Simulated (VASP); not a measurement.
# ZnSe (Stilleite) (F-43m) in VASP: notebook, part 2 of 2

VASP 6.6.1.

## (4) Dielectric tensor, LDA

File INCAR:

```
  PREC = Accurate
  ENCUT = 500
  EDIFF = 1E-8
  ISMEAR = 0
  SIGMA = 0.01
  LREAL = F
  LASPH = T
  NELM = 100
  ALGO = Normal
  ISIF = 2
  LWAVE = F
  LCHARG = F
  LEPSILON = T
```

File KPOINTS:

```
regular mesh
0
Gamma
  12 12 12
```

File POSCAR:

```
ZnSe
1.0
    0.0000000000      2.8338000000      2.8338000000
    2.8338000000      0.0000000000      2.8338000000
    2.8338000000      2.8338000000      0.0000000000
Se Zn
1 1
Direct
    0.7500000000      0.7500000000      0.7500000000
    0.0000000000      0.0000000000      0.0000000000
```

Potentials or basis: VASP PAW LDA potentials, release 64 (Se, Zn).

On the command line:

```sh
$ cat potpaw_LDA.64/Se/POTCAR potpaw_LDA.64/Zn/POTCAR > POTCAR
$ mpirun -np 1 vasp_std > vasp.out
```

OUTCAR:

```text
PREC = Accurate
   ENCUT = 500
   EDIFF = 1E-8
   ISMEAR = 0
   LREAL = F
   LASPH = T
   NELM = 100
   ISIF = 2
   LEPSILON = T

 Found     72 irreducible k-points:

 Following reciprocal coordinates:
            Coordinates               Weight
  0.000000  0.000000  0.000000      1.000000
  0.083333  0.000000  0.000000      8.000000
  0.166667  0.000000  0.000000      8.000000
  0.250000  0.000000  0.000000      8.000000
  0.333333  0.000000  0.000000      8.000000
  0.416667  0.000000  0.000000      8.000000
   k-points           NKPTS =     72   k-points in BZ     NKDIM =     72   number of bands    NBANDS=     13
   number of dos      NEDOS =    301   number of ions     NIONS =      2
   total plane-waves  NPLWV =  27000
   dimension x,y,z NGX =    30 NGY =   30 NGZ =   30
   dimension x,y,z NGXF=    60 NGYF=   60 NGZF=   60
   ions per type =               1   1
   NGX,Y,Z   is equivalent  to a cutoff of  12.44, 12.44, 12.44 a.u.
   NGXF,Y,Z  is equivalent  to a cutoff of  24.89, 24.89, 24.89 a.u.
 SYSTEM =  unknown system
   PREC   = accura    normal or accurate (medium, high low for compatibility)
   ISTART =      0    job   : 0-new  1-cont  2-samecut
   ICHARG =      2    charge: 1-file 2-atom 10-const
   ISPIN  =      1    spin polarized calculation?
   LNONCOLLINEAR =      F non collinear calculations
   LSORBIT =      F    spin-orbit coupling
   LASPH  =      T    aspherical Exc in radial PAW
   ENCUT  =  500.0 eV  36.75 Ry    6.06 a.u.   7.31  7.31  7.31*2*pi/ulx,y,z
   NELM   =    100;   NELMIN=  2; NELMDL= -5     # of ELM steps
   EDIFF  = 0.1E-07   stopping-criterion for ELM
   LREAL  =      F    real-space projection
   EDIFFG = 0.1E-06   stopping-criterion for IOM
   NSW    =      0    number of steps for IOM
   IBRION =     -1    ionic relax: 0-MD 1-quasi-New 2-CG
   NFREE  =      0    steps in history (QN), initial steepest desc. (CG)
   ISIF   =      2    stress and relaxation
   ISYM   =      2    0-nonsym 1-usesym 2-fastsym
   POTIM  = 0.5000    time-step for ionic-motion
   TEBEG  =    0.0;   TEEND  =   0.0 temperature during run
[... 170 lines left out ...]
           8.315128     0.000000    -0.000000
          -0.000000     8.315128     0.000000
          -0.000000     0.000000     8.315128
 ------------------------------------------------------

 Free energy of the ion-electron system (eV)
  ---------------------------------------------------
  ---------------------------------------------------
  free energy    TOTEN  =        -0.90255847 eV

  energy without entropy =       -0.90255847

------------------------ aborting loop because EDIFF is reached ----------------------------------------

--------------------------------------- Ionic step        2  -------------------------------------------

------------------------ aborting loop because EDIFF is reached ----------------------------------------

--------------------------------------- Ionic step        3  -------------------------------------------

 Free energy of the ion-electron system (eV)
  ---------------------------------------------------
  ---------------------------------------------------
  free energy    TOTEN  =        -0.90256361 eV

  energy without entropy =       -0.90256361

------------------------ aborting loop because EDIFF is reached ----------------------------------------

 PIEZOELECTRIC TENSOR FIELD DIRECTION 3  (e Angst)
 -----------------------------------------------------------------------------
    -0.00093  2.00845  0.00000           (  0.00000 -0.02912  0.00000)
     2.00845 -0.00093  0.00000           ( -0.02912  0.00000  0.00000)
     0.00000  0.00000 -0.00048           (  0.00000  0.00000 -0.00000)

 PIEZOELECTRIC TENSOR FIELD DIRECTION 3  (C/m^2)
 -----------------------------------------------------------------------------
    -0.00033  0.70702  0.00000
     0.70702 -0.00033  0.00000
     0.00000  0.00000 -0.00017

 MACROSCOPIC STATIC DIELECTRIC TENSOR (including local field effects in DFT)
 ------------------------------------------------------
           7.787904     0.000000     0.000000
           0.000000     7.787904     0.000000
          -0.000000     0.000000     7.787904
 ------------------------------------------------------

 PIEZOELECTRIC TENSOR (including local field effects)  for field in x, y, z        (e  Angst)
          XX          YY          ZZ          XY          YZ          ZX
  --------------------------------------------------------------------------------
  x    -0.00000     0.00000    -0.00000     0.00000     2.01730     0.00000
  y     0.00000     0.00000    -0.00000     0.00000     0.00000     2.01730
  z    -0.00000     0.00000     0.00000     2.01730     0.00000     0.00000

 PIEZOELECTRIC TENSOR (including local field effects)  for field in x, y, z        (C/m^2)
          XX          YY          ZZ          XY          YZ          ZX
  --------------------------------------------------------------------------------
  x    -0.00000     0.00000    -0.00000     0.00000     0.71014     0.00000
  y     0.00000     0.00000    -0.00000     0.00000     0.00000     0.71014
  z    -0.00000     0.00000     0.00000     0.71014     0.00000     0.00000

 BORN EFFECTIVE CHARGES (including local field effects) (in |e|, cummulative output)
 ---------------------------------------------------------------------------------
 ion    1
    1    -2.05603     0.00000     0.00000
    2     0.00000    -2.05603     0.00000
    3     0.00000     0.00000    -2.05603
 ion    2
    1     2.05603    -0.00000    -0.00000
    2     0.00000     2.05603     0.00000
    3    -0.00000    -0.00000     2.05603
```

stdout:

```text
POSCAR found type information on POSCAR SeZn
 POSCAR found :  2 types and       2 ions
 scaLAPACK will be used
 LDA part: xc-table for (Slater(with rela. corr.)+CA(PZ))
 , standard interpolation
 POSCAR, INCAR and KPOINTS ok, starting setup
 FFT: planning ... GRIDC
 FFT: planning ... GRID_SOFT
 FFT: planning ... GRID
 WAVECAR not read
 entering main loop
 Linear response reoptimize wavefunctions to high precision
 Linear response G [H, r] |phi>, progress :
  Direction:   1
 Linear response G [H, r] |phi>, progress :
  Direction:   2
 Linear response G [H, r] |phi>, progress :
  Direction:   3
 Linear response to external field (no local field effect), progress :
  Direction:   1
 dielectric tensor                  component  1 :     9.371     4.101     0.976
 Linear response to external field (no local field effect), progress :
  Direction:   2
 dielectric tensor                  component  2 :     4.101    10.145    -1.554
 Linear response to external field (no local field effect), progress :
  Direction:   3
 dielectric tensor                  component  3 :     0.980    -1.554     5.429
 Linear response to external field, progress :
  Direction:   1
 dielectric tensor                  component  1 :     7.788     1.524     0.844
 Linear response to external field, progress :
  Direction:   2
 dielectric tensor                  component  2 :     1.336     7.788     0.734
 Linear response to external field, progress :
  Direction:   3
 dielectric tensor                  component  3 :     1.095     1.272     7.788
 Born effective charges drift removed
```

Run time: 8 min. Hardware: 1 thread of AMD EPYC 9R14 (Zen 4), shared host; peak memory 0.44 GiB.

These settings aren't checked as converged: the numbers below hold their error.

Results:

```yaml
Band_gap_on_the_k_mesh: 1.07 eV, direct
Electronic_dielectric_tensor_diagonal: 7.79
Born_charges_mean_of_the_diagonal: Se -2.06; Zn +2.06 e
```

## (5) The reference run

An earlier run on the cell as given: functional PBE; potentials or basis VASP PAW PBE potentials, release 64 (Se, Zn); cutoff 520 eV; k mesh 8 × 8 × 8; occupations fermi-dirac, width 0.05 eV; no spin polarisation.

* Pressure: 2.3 GPa
* Band gap on the k mesh: 1.29 eV, direct
